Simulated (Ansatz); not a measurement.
# AlPt: the cost of one run

Program: Ansatz 0.2.0. Level of theory: DFT r²SCAN, scalar-relativistic, plane waves, PAW. These are calculated values, not measurements.

## Step 1: Starting point

It takes space group P2_13 (No. 198, cubic). Conventional cell: a = 4.878 Å, b = 4.878 Å, c = 4.878 Å, α = 90.00°, β = 90.00°, γ = 90.00°. Al (site symmetry 3) is surrounded by 7 Pt at 2.60 to 2.63 Å. Pt (site symmetry 3) is surrounded by 7 Al at 2.60 to 2.63 Å.

Structure file:

```
CELL_PARAMETERS angstrom
4.87820 0.00000 0.00000
0.00000 4.87820 0.00000
0.00000 0.00000 4.87820
ATOMIC_POSITIONS crystal
Al 0.84414 0.84414 0.84414
Al 0.65586 0.15586 0.34414
Al 0.34414 0.65586 0.15586
Al 0.15586 0.34414 0.65586
Pt 0.15497 0.15497 0.15497
Pt 0.34503 0.84503 0.65497
Pt 0.65497 0.34503 0.84503
Pt 0.84503 0.65497 0.34503
```

An earlier run at r²SCAN left this cell at 14.511 Å³/atom and -0.01 GPa (8×8×8 mesh).

## Step 2: Field gradients and densities at the nuclei

File input.yaml:

```yaml
crystal:
  lattice:
    - [4.8782027729, 0.0, 0.0]
    - [0.0, 4.8782027729, 0.0]
    - [0.0, 0.0, 4.8782027729]
  atoms:
    - { symbol: Al, position: [0.844140561, 0.844140561, 0.844140561] }
    - { symbol: Al, position: [0.655859439, 0.155859439, 0.344140561] }
    - { symbol: Al, position: [0.344140561, 0.655859439, 0.155859439] }
    - { symbol: Al, position: [0.155859439, 0.344140561, 0.655859439] }
    - { symbol: Pt, position: [0.1549655991, 0.1549655991, 0.1549655991] }
    - { symbol: Pt, position: [0.3450344009, 0.8450344009, 0.6549655991] }
    - { symbol: Pt, position: [0.6549655991, 0.3450344009, 0.8450344009] }
    - { symbol: Pt, position: [0.8450344009, 0.6549655991, 0.3450344009] }
basis:
  ecutwfc: 500
  ecutrho_ratio: 4
kpoints:
  mp_grid: { grid: [8, 8, 8] }
hamiltonian:
  xc: r2scan
scf:
  occupations: { method: gaussian, width: 0.05 }
output:
  forces: true
  stress: true
  eigenvalues: true
  efg: { contact_densities: true, quadrupole_moments_barn: { Al: 0.1466 } }
```

Launch:

```console
ansatz run input.yaml --threads 4 --pin off --max-ram 10240MiB --backend cpu --events-out ev --progress --plain --runs-dir out
```

What time and memory should one allow on 4 threads of Intel Xeon Platinum 8375C at 2.90GHz (Ice Lake), shared host?

About 11 s, with a peak of 0.77 GiB.
